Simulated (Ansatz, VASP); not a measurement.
One calculation of GaP, two programs

```
Ga P
1.0
     0.00000    2.71926    2.71926
     2.71926    0.00000    2.71926
     2.71926    2.71926    0.00000
Ga P
1 1
Direct
  0.00000 0.00000 0.00000
  0.75000 0.75000 0.75000
```

Alike in both runs: task single point; functional PBEsol; k mesh 8 × 8 × 8; no spin polarisation.

```csv
,VASP,Ansatz
version,VASP 6.6.1,Ansatz 0.2.0
potentials or method,"VASP PAW PBE potentials, release 64 (Ga_d, P)","PAW with Ansatz's default frozen-core files, scalar-relativistic"
plane-wave cutoff (eV),520,420
occupations,"gaussian, width 0.01 eV",fixed
valence electrons in the cell,18,18
```

```csv
,VASP,Ansatz,Ansatz less VASP
gap on the k mesh at the Fermi level (eV),1.50,1.50,-0.003
pressure (GPa),-0.1,0.0,+0.09
```

Caveats: the PAW data sets were made with another functional, which shifts forces and pressure a little (VASP). A k mesh can miss the band edges.
